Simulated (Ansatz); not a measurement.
Below is a relaxed structure of Ag. The cell was found from a structure generator's guess, not taken from experiment.

These are results of DFT PBE, scalar-relativistic, plane waves, PAW in Ansatz, not measurements. Cutoff 420 eV, Γ-centred mesh, Gaussian smearing, no spin polarisation.

```
Ag
1.0
    -2.66797    2.66797    2.66797
     2.66797   -2.66797    2.66797
     2.66797    2.66797   -2.66797
Ag
3
Direct
  0.00000 0.50000 0.50000
  0.50000 0.00000 0.50000
  0.50000 0.50000 0.00000
```

Energies count from the standard state of Ag at the same level.

(1) Find its symmetry and describe it.

(2) How far does it lie from the standard state of Ag?

(3) Is it a metal?

Results:

(1) Im-3m (No. 229). Conventional cell: a = 5.336 Å. Ag is surrounded by 4 Ag at 2.67 Å.

(2) +0.58 eV/atom. It lies above the standard state, so it could only be metastable.

(3) Yes, bands cross the Fermi level on the 12×12×12 mesh.

The last run used a 12×12×12 mesh for its 3-atom cell and Gaussian smearing of 0.10 eV. Symmetry constrained the relaxation, so the result can be a saddle point.
